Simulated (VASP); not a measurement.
# CdSe (Cadmoselite) (P6_3mc) in VASP: notebook

CdSe (Cadmoselite) is run at these levels: revPBE+D3(BJ), LDA; tasks: single point.

All numbers are computed with VASP 6.6.1; they aren't measurements. Logs are shortened: lines on timing, memory, paths and dates and some standing lists are left out, and cuts for length are marked.

**What was measured.**

A printed reference work, data compilation reports, for a bulk crystal of CdSe at 2 K: band gap 1.841 eV.

The runs below are set against these values where they give the same quantity.

### 1 The cell of the first run

The structure is hexagonal, space group P6_3mc (No. 186). Conventional cell: a = 4.328 Å, b = 4.328 Å, c = 7.066 Å, α = 90.00°, β = 90.00°, γ = 120.00°. Within 3.5 Å of Cd (site symmetry 3m) lie 4 Se at 2.63 to 2.72 Å. Within 3.5 Å of Se (site symmetry 3m) lie 4 Cd at 2.63 to 2.72 Å.

### 2 Single point, revPBE+D3(BJ)

File INCAR:

```
  ALGO = Normal
  EDIFF = 1E-6
  ENCUT = 520
  GGA = RE
  ISIF = 2
  ISMEAR = -1
  IVDW = 12
  LASPH = T
  LCHARG = F
  LREAL = F
  LWAVE = F
  NBANDS = 26
  NELM = 80
  PREC = Accurate
  SIGMA = 0.05
```

File KPOINTS:

```
k-points
0
Gamma
  7 7 4
```

File POSCAR:

```
CdSe
1.0
    4.3284776511      0.0000000000      0.0000000000
   -2.1642388256      3.7485716056      0.0000000000
    0.0000000000      0.0000000000      7.0664914211
Cd Se
2 2
Direct
    0.6666666667      0.3333333333      0.5000000000
    0.3333333333      0.6666666667      0.0000000000
    0.6666666667      0.3333333333      0.8850000000
    0.3333333333      0.6666666667      0.3850000000
```

Potentials or basis: VASP PAW PBE potentials, release 64 (Cd, Se).

Launch:

```bash
$ cat potpaw_PBE.64/Cd/POTCAR potpaw_PBE.64/Se/POTCAR > POTCAR
$ mpirun -np 1 vasp_std > vasp.out
```

OUTCAR:

```text
EDIFF = 1E-6
   ENCUT = 520
   GGA = RE
   ISIF = 2
   ISMEAR = -1
   IVDW = 12
   LASPH = T
   LREAL = F
   NELM = 80
   PREC = Accurate
 IVDW          = 12

 ion  position               nearest neighbor table
   1  0.667  0.333  0.500-   4 2.63   4 2.63   4 2.63   3 2.72
   2  0.333  0.667  0.000-   3 2.63   3 2.63   3 2.63   4 2.72
   3  0.667  0.333  0.885-   2 2.63   2 2.63   2 2.63   1 2.72
   4  0.333  0.667  0.385-   1 2.63   1 2.63   1 2.63   2 2.72

  LATTYP: Found a hexagonal cell.
 ALAT       =     4.3284776511
 C/A-ratio  =     1.6325581395

  Lattice vectors:

 A1 = (   4.3284776511,   0.0000000000,   0.0000000000)
 A2 = (  -2.1642388256,   3.7485716056,   0.0000000000)
 A3 = (   0.0000000000,   0.0000000000,   7.0664914211)

Analysis of symmetry for initial positions (statically):
=====================================================================
 Subroutine PRICEL returns:
 Original cell was already a primitive cell.

 Routine SETGRP: Setting up the symmetry group for a
 hexagonal supercell.

 Subroutine GETGRP returns: Found 12 space group operations
 (whereof  6 operations were pure point group operations)
 out of a pool of 24 trial point group operations.

The static configuration has the point symmetry C_3v.
 The point group associated with its full space group is C_6v.

Analysis of symmetry for dynamics (positions and initial velocities):
=====================================================================
 Subroutine PRICEL returns:
 Original cell was already a primitive cell.

 Routine SETGRP: Setting up the symmetry group for a
 hexagonal supercell.

 Subroutine GETGRP returns: Found 12 space group operations
 (whereof  6 operations were pure point group operations)
 out of a pool of 24 trial point group operations.

The dynamic configuration has the point symmetry C_3v.
 The point group associated with its full space group is C_6v.

 Subroutine INISYM returns: Found 12 space group operations
 (whereof  6 operations are pure point group operations),
 and found     1 'primitive' translations

----------------------------------------------------------------------------------------

                                     Primitive cell

  volume of cell :     114.6581

  direct lattice vectors                    reciprocal lattice vectors
     4.328477651  0.000000000  0.000000000     0.231028107  0.133384140  0.000000000
    -2.164238826  3.748571606  0.000000000     0.000000000  0.266768280  0.000000000
     0.000000000  0.000000000  7.066491421     0.000000000  0.000000000  0.141512943

  length of vectors
     4.328477651  4.328477651  7.066491421     0.266768280  0.266768280  0.141512943

  position of ions in fractional coordinates (direct lattice)
     0.666666667  0.333333333  0.500000000
     0.333333333  0.666666667  0.000000000
     0.666666667  0.333333333  0.885000000
     0.333333333  0.666666667  0.385000000

  ion indices of the primitive-cell ions
   primitive index   ion index
                 1           1
                 2           2
                 3           3
                 4           4

----------------------------------------------------------------------------------------

 KPOINTS: k-points

Automatic generation of k-mesh.
 Grid dimensions read from file:
 generate k-points for:    7    7    4

 Generating k-lattice:

  Cartesian coordinates                     Fractional coordinates (reciprocal lattice)
     0.033004015  0.019054877  0.000000000     0.142857143  0.000000000  0.000000000
     0.000000000  0.038109754  0.000000000     0.000000000  0.142857143  0.000000000
     0.000000000  0.000000000  0.035378236     0.000000000  0.000000000  0.250000000

  Length of vectors
     0.038109754  0.038109754  0.035378236

  Shift w.r.t. Gamma in fractional coordinates (k-lattice)
     0.000000000  0.000000000  0.000000000

 Subroutine IBZKPT returns following result:
 ===========================================

 Found     24 irreducible k-points:

 Following reciprocal coordinates:
            Coordinates               Weight
  0.000000  0.000000  0.000000      1.000000
  0.142857  0.000000  0.000000      6.000000
  0.285714  0.000000  0.000000      6.000000
  0.428571  0.000000  0.000000      6.000000
  0.142857  0.142857  0.000000      6.000000
  0.285714  0.142857  0.000000     12.000000
[... 16 lines left out ...]
  0.428571  0.142857  0.500000      6.000000
  0.285714  0.285714  0.500000      6.000000
   k-points           NKPTS =     24   k-points in BZ     NKDIM =     24   number of bands    NBANDS=     26
   number of dos      NEDOS =    301   number of ions     NIONS =      4
   total plane-waves  NPLWV =  55296
   dimension x,y,z NGX =    32 NGY =   32 NGZ =   54
   dimension x,y,z NGXF=    64 NGYF=   64 NGZF=  108
   ions per type =               2   2
   NGX,Y,Z   is equivalent  to a cutoff of  12.29, 12.29, 12.70 a.u.
   NGXF,Y,Z  is equivalent  to a cutoff of  24.58, 24.58, 25.41 a.u.
 SYSTEM =  unknown system
   PREC   = accura    normal or accurate (medium, high low for compatibility)
   ISTART =      0    job   : 0-new  1-cont  2-samecut
   ICHARG =      2    charge: 1-file 2-atom 10-const
   ISPIN  =      1    spin polarized calculation?
   LNONCOLLINEAR =      F non collinear calculations
   LSORBIT =      F    spin-orbit coupling
   LASPH  =      T    aspherical Exc in radial PAW
   ENCUT  =  520.0 eV  38.22 Ry    6.18 a.u.   8.05  8.05 13.14*2*pi/ulx,y,z
   NELM   =     80;   NELMIN=  2; NELMDL= -5     # of ELM steps
   EDIFF  = 0.1E-05   stopping-criterion for ELM
   LREAL  =      F    real-space projection
   EDIFFG = 0.1E-04   stopping-criterion for IOM
   NSW    =      0    number of steps for IOM
   IBRION =     -1    ionic relax: 0-MD 1-quasi-New 2-CG
   NFREE  =      0    steps in history (QN), initial steepest desc. (CG)
   ISIF   =      2    stress and relaxation
   ISYM   =      2    0-nonsym 1-usesym 2-fastsym
   POTIM  = 0.5000    time-step for ionic-motion
   TEBEG  =    0.0;   TEEND  =   0.0 temperature during run
   PSTRESS=    0.0 pullay stress
   NELECT =      36.0000    total number of electrons
   NUPDOWN=      -1.0000    fix difference up-down
   EMIN   =  10.00;   EMAX   =-10.00  energy-range for DOS
   EFERMI =   0.00;   METHOD = LEGACY
   ISMEAR =    -1;   SIGMA  =   0.05  broadening in eV -4-tet -1-fermi 0-gaus
   EFERMI_NEDOS =   21; number of points for ismear=-14 and -15
   IALGO  =     38    algorithm
   IMIX   =      4    mixing-type and parameters
     AMIX     =   0.40;   BMIX     =  1.00
     AMIX_MAG =   1.60;   BMIX_MAG =  1.00
  volume/ion in A,a.u.               =      28.66       193.44
  Fermi-wavevector in a.u.,A,eV,Ry     =   1.112690  2.102679 16.845078  1.238078
  Thomas-Fermi vector in A             =   2.249267
   LORBIT       =      0    0 simple, 1 ext, 2 COOP (PROOUT), +10 PAW based schemes
   GGA     = RE    functional components
   LHFCALC =     F    Hartree Fock is set to
   AEXX    =    0.0000 exact exchange contribution
   IVDW    =    12    specifies the selected vdW correction
   LEPSILON=     F    determine dielectric tensor
   LRPA    =     F    only Hartree local field effects (RPA)
 non-spin polarized calculation
  energy-cutoff  :      520.00
  volume of cell :      114.66
 maximum number of plane-waves:      3102
   NGX = 17   NGY = 17   NGZ = 27

 number of electron      35.9999999 magnetization

 Free energy of the ion-electron system (eV)
  ---------------------------------------------------
  ext. energy  EPLUGINS =         0.00000000
  ---------------------------------------------------
  free energy    TOTEN  =        -9.78118566 eV

  energy without entropy =       -9.78117837  energy(sigma->0) =       -9.78118202

 E-fermi :   1.2996     XC(G=0):  -8.6133

 val. band max:        0.8698103608   @ k =   0.0000   0.0000   0.0000
 cond. band min:       1.6580707223   @ k =   0.0000   0.0000   0.0000
 fundamental gap:      0.7882603616
 Fermi energy:         1.2996193334

 k-point     1 :       0.0000    0.0000    0.0000
  band No.  band energies     occupation
      1     -11.5787      2.00000
      2     -11.2339      2.00000
      3      -7.0023      2.00000
      4      -7.0023      2.00000
      5      -6.9496      2.00000
      6      -6.9496      2.00000
[... 18 lines left out ...]
     25       7.8894      0.00000
     26       8.6834      0.00000

 k-point     2 :       0.1429    0.0000    0.0000
  band No.  band energies     occupation
      1     -11.5191      2.00000
      2     -11.2051      2.00000
      3      -6.9777      2.00000
      4      -6.9655      2.00000
      5      -6.9213      2.00000
      6      -6.9186      2.00000
[... 18 lines left out ...]
     25       8.3246      0.00000
     26       8.3673      0.00000

 k-point     3 :       0.2857    0.0000    0.0000
  band No.  band energies     occupation
      1     -11.3770      2.00000
      2     -11.1467      2.00000
      3      -6.9286      2.00000
      4      -6.9147      2.00000
      5      -6.8484      2.00000
      6      -6.8247      2.00000
[... 18 lines left out ...]
     25       8.5793      0.00000
     26       8.9150      0.00000

 k-point     4 :       0.4286    0.0000    0.0000
  band No.  band energies     occupation
      1     -11.2464      2.00000
      2     -11.1150      2.00000
      3      -6.8985      2.00000
      4      -6.8951      2.00000
      5      -6.7939      2.00000
      6      -6.7494      2.00000
[... 18 lines left out ...]
     25       8.8777      0.00000
     26      10.0964      0.00000
[... 496 lines left out ...]
      1     -11.1934      2.00000
      2     -11.1934      2.00000
      3      -6.8668      2.00000
      4      -6.8668      2.00000
      5      -6.8430      2.00000
      6      -6.8430      2.00000
[... 18 lines left out ...]
     25       8.6821      0.00000
     26       8.6821      0.00000

 k-point    23 :       0.4286    0.1429    0.5000
  band No.  band energies     occupation
      1     -11.1523      2.00000
      2     -11.1523      2.00000
      3      -6.8474      2.00000
      4      -6.8474      2.00000
      5      -6.8367      2.00000
      6      -6.8367      2.00000
[... 18 lines left out ...]
     25       9.2898      0.00000
     26       9.2898      0.00000

 k-point    24 :       0.2857    0.2857    0.5000
  band No.  band energies     occupation
      1     -11.1428      2.00000
      2     -11.1428      2.00000
      3      -6.8419      2.00000
      4      -6.8419      2.00000
      5      -6.8239      2.00000
      6      -6.8239      2.00000
[... 18 lines left out ...]
     25       8.9934      0.00000
     26       8.9934      0.00000

------------------------ aborting loop because EDIFF is reached ----------------------------------------

 Edisp (eV)   -2.39245

 E8    (eV) :    -1.6596

  FORCE on cell =-STRESS in cart. coord.  units (eV):
  Direction    XX          YY          ZZ          XY          YZ          ZX
  --------------------------------------------------------------------------------------
  -------------------------------------------------------------------------------------
  Total       0.22545     0.22545    -1.16172    -0.00000    -0.00000     0.00000
  in kB       3.15029     3.15029   -16.23330    -0.00000    -0.00000     0.00000
  external pressure =       -3.31 kB  Pullay stress =        0.00 kB

 VOLUME and BASIS-vectors are now :
 -----------------------------------------------------------------------------
  energy-cutoff  :      520.00
  volume of cell :      114.66
      direct lattice vectors                 reciprocal lattice vectors
     4.328477651  0.000000000  0.000000000     0.231028107  0.133384140  0.000000000
    -2.164238826  3.748571606  0.000000000     0.000000000  0.266768280  0.000000000
     0.000000000  0.000000000  7.066491421     0.000000000  0.000000000  0.141512943

 POSITION                                       TOTAL-FORCE (eV/Angst)
 -----------------------------------------------------------------------------------
      2.16424      1.24952      3.53325        -0.000000      0.000000      0.277291
     -0.00000      2.49905      0.00000        -0.000000      0.000000      0.277291
      2.16424      1.24952      6.25384        -0.000000      0.000000     -0.277291
     -0.00000      2.49905      2.72060         0.000000     -0.000000     -0.277291
 -----------------------------------------------------------------------------------
    total drift:                               -0.000000     -0.000000     -0.000528

  FREE ENERGIE OF THE ION-ELECTRON SYSTEM (eV)
  ---------------------------------------------------
  free  energy   TOTEN  =       -12.1736358303 eV

  energy  without entropy=      -12.1736285411  energy(sigma->0) =      -12.17363219
```

Wall time 24 s (1 thread of Intel Xeon 6975P-C (Granite Rapids), shared host); peak memory 0.26 GiB.

What came out:

```yaml
Free_energy: -12.1736 eV
Pressure: -0.3 GPa
Largest_force: 0.277 eV/Å
Band_gap_on_the_k_mesh: 0.79 eV, direct
Dispersion_energy_per_atom: -0.598 eV
```

Forces in eV/Å, atoms in the order of the input:
```
Cd   0.000  0.000  0.277
Cd   0.000  0.000  0.277
Se   0.000  0.000 -0.277
Se   0.000  0.000 -0.277
```

Caveat: the PAW data sets were made with another functional, which shifts forces and pressure a little.

### 3 Single point, LDA

File INCAR:

```
SYSTEM = CdSe
ALGO = Normal
EDIFF = 1E-6
ENCUT = 520
ISIF = 2
ISMEAR = -1
LASPH = .True.
LCHARG = .False.
LREAL = .False.
LWAVE = .False.
NBANDS = 26
NELM = 60
PREC = Accurate
SIGMA = 0.05
```

File KPOINTS:

```
k-points
0
Gamma
  7 7 4
  0 0 0
```

POSCAR is that of step 2.

Potentials or basis: VASP PAW LDA potentials, release 64 (Cd, Se).

Launch:

```bash
$ cat potpaw_LDA.64/Cd/POTCAR potpaw_LDA.64/Se/POTCAR > POTCAR
$ mpirun -np 1 vasp_std > vasp.out
```

It took 20 s on 1 thread of Intel Xeon 6975P-C (Granite Rapids), shared host; peak memory 0.22 GiB.

Results (log left out):

```yaml
Free_energy: -13.4591 eV
Pressure: -2.3 GPa
Largest_force: 0.246 eV/Å
Band_gap_on_the_k_mesh: 0.42 eV, direct
```

Forces in eV/Å, atoms in the order of the input:
```
Cd   0.000  0.000  0.246
Cd   0.000  0.000  0.246
Se   0.000  0.000 -0.246
Se   0.000  0.000 -0.246
```

Stress tensor (GPa, compression positive):
```
-1.84  0.00  0.00
 0.00 -1.84  0.00
 0.00  0.00 -3.30
```

Levels at points of the mesh, in eV from the valence-band top:
| k point | band 16 | band 17 | band 18 | band 19 | band 20 | band 21 |
| --- | --- | --- | --- | --- | --- | --- |
| (0.00, 0.00, 0.00) | -0.01 | 0.00 | 0.00 | 0.42 | 1.90 | 5.73 |
| (0.00, 0.00, 0.50) | -0.37 | -0.37 | -0.37 | 2.11 | 2.11 | 5.62 |

### 4 How close it comes

Step 2. Against the measured gap of CdSe, 1.841 eV (2 K; a printed reference work, data compilation), the calculated 0.79 eV is off by -1.05 eV. So large a miss can be the level of theory's own, or it may mean another phase, state or a wrong row. Spin-orbit coupling on Cd, Se is left out. The value is that of revPBE+D3(BJ), without temperature or zero-point motion. Semilocal functionals fall short of measured gaps as a rule.

Step 3. Against the measured gap of CdSe, 1.841 eV (2 K; a printed reference work, data compilation), the calculated 0.42 eV is off by -1.42 eV. So large a miss can be the level of theory's own, or it may mean another phase, state or a wrong row. Spin-orbit coupling on Cd, Se is left out. The value is that of LDA, without temperature or zero-point motion. Semilocal functionals fall short of measured gaps as a rule.
